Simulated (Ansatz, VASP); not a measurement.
# MoS2: VASP beside Ansatz

```
Mo S
1.0
     3.22746    0.00000    0.00000
    -1.61373    2.79507    0.00000
     0.00000    0.00000    6.31247
Mo S
1 2
Direct
  0.00000 0.00000 0.50000
  0.66667 0.33333 0.74468
  0.33333 0.66667 0.25532
```

Measurements of this composition are mostly on another form, of space group No. 194.

Alike in both runs: task single point; functional PBE; k mesh 9 × 9 × 4; occupations gaussian, width 0.018 eV; no spin polarisation.

|  | VASP | Ansatz |
| --- | --- | --- |
| version | VASP 6.6.1 | Ansatz 0.2.0 |
| potentials or method | VASP PAW PBE potentials, release 64 (Mo_sv, S) | Ansatz PAW |
| plane-wave cutoff (eV) | 520 | 420 |
| valence electrons in the cell | 26 | 26 |

|  | VASP | Ansatz | Ansatz less VASP |
| --- | --- | --- | --- |
| gap on the k mesh at the Fermi level (eV) | none | none | - |
| pressure (GPa) | 0.9 | 1.1 | +0.11 |
| largest component of the traceless stress (GPa) | 2.03 | 2.02 | -0.008 |
| rms of the force components (eV/Å) | 0.137 | 0.140 | +0.0039 |

Atom by atom the forces differ by 0.004 eV/Å (rms over components). A gap of «none» marks a metal or a gap that the smearing closes. The functional is the same, so the differences come from potentials, cutoffs and numerics.

Caveats: this functional lacks dispersion, which binds the layers, so the pressure and a relaxed spacing across them are unreliable.
